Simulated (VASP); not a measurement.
# Ta₁₂N: harmonic vibrations of an adsorbate, by atoms left free

Ta₁₂N, slab, 13 atoms in the cell. PBE, harmonic vibrations; PAW potentials Ta_pv, N (PBE set).

| Atoms left free | Zero-point energy (eV) | Vibrational entropy at 298 K (meV/K) | Displaced cells | Ionic steps, all stages | Electronic steps, all stages | Time (s) |
|---|---|---|---|---|---|---|
| the adsorbate | 0.097 | 0.079 | 6 | 38 | 654 | 1648 |
| the adsorbate and the three nearest surface atoms | 0.166 | 1.365 | 24 | 56 | 924 | 2610 |
| the adsorbate and the four nearest surface atoms | 0.184 | 1.945 | 30 | 62 | 1016 | 2934 |

Limits: the slab is thin and the surface cell small, so the value carries both errors; the zero-point energy and the entropy count all atoms left free, so they grow with their number.

## Input of the first row

INCAR.step1:
```
SYSTEM = Ta12N
ALGO = Normal
EDIFF = 1E-7
EDIFFG = -0.01
ENCUT = 400
IBRION = 2
ISIF = 2
ISMEAR = 1
KPAR = 2
LASPH = .True.
LCHARG = .False.
LREAL = .False.
LWAVE = .False.
NELM = 100
NSW = 100
POTIM = 0.5
PREC = Accurate
SIGMA = 0.1
```

INCAR.step2, as INCAR.step1 but for:
```
- EDIFFG = -0.01
- IBRION = 2
- ISIF = 2
- NSW = 100
- POTIM = 0.5
+ IBRION = 5
+ NFREE = 2
+ NSW = 1
+ POTIM = 0.015
```

KPOINTS:
```
k-points
0
Gamma
  3 3 1
```

POSCAR.step1:
```
Ta12N
1.0
    5.8007441452      0.0000000000      0.0000000000
    2.9003720726      5.0235917906      0.0000000000
    0.0000000000      0.0000000000     20.3362740000
Ta N
12 1
Selective dynamics
Direct
    0.0000000000      0.0000000000      0.2950392978  F F F
    0.5000000000      0.0000000000      0.2950392978  F F F
    0.0000000000      0.5000000000      0.2950392978  F F F
    0.5000000000      0.5000000000      0.2950392978  F F F
   -0.1666666667      0.3333333333      0.4220604522  T T T
    0.3333333333      0.3333333333      0.4220604522  T T T
   -0.1666666667      0.8333333333      0.4220604522  T T T
    0.3333333333      0.8333333333      0.4220604522  T T T
    0.0000000000      0.0000000000      0.5490816066  T T T
    0.5000000000      0.0000000000      0.5490816066  T T T
    0.0000000000      0.5000000000      0.5490816066  T T T
    0.5000000000      0.5000000000      0.5490816066  T T T
    0.1666666667      0.1666666667      0.6343095477  T T T
```

POSCAR.step2:
```
Ta12N
1.0
    5.8007441452      0.0000000000      0.0000000000
    2.9003720726      5.0235917906      0.0000000000
    0.0000000000      0.0000000000     20.3362740000
Ta N
12 1
Selective dynamics
Direct
    0.0000000000      0.0000000000      0.2950392978  F F F
    0.5000000000      0.0000000000      0.2950392978  F F F
    0.0000000000      0.5000000000      0.2950392978  F F F
    0.5000000000      0.5000000000      0.2950392978  F F F
    0.8429112409      0.3285443795      0.4170802587  F F F
    0.3285443795      0.3285443795      0.4170802587  F F F
    0.8333333333      0.8333333333      0.4255591819  F F F
    0.3285443795      0.8429112409      0.4170802587  F F F
    0.9952292844      0.9952292844      0.5483151164  F F F
    0.5095414312      0.9952292844      0.5483151164  F F F
    0.9952292844      0.5095414312      0.5483151164  F F F
    0.5000000000      0.5000000000      0.5239488348  F F F
    0.1666666667      0.1666666667      0.5981164124  T T T
```

Commands (each step's output is kept before the next begins):
```
cat potpaw_PBE.64/Ta_pv/POTCAR potpaw_PBE.64/N/POTCAR > POTCAR
cp INCAR.step1 INCAR
cp POSCAR.step1 POSCAR
mpirun -np 8 vasp_std > vasp.out
# POSCAR: the relaxed cell, only the named atoms free
cp INCAR.step2 INCAR
cp POSCAR.step2 POSCAR
mpirun -np 8 vasp_std > vasp.out
```

VASP 6.6.1 took 1648 s on 8 cores (Intel Xeon Platinum 8488C (Sapphire Rapids)), a shared host.
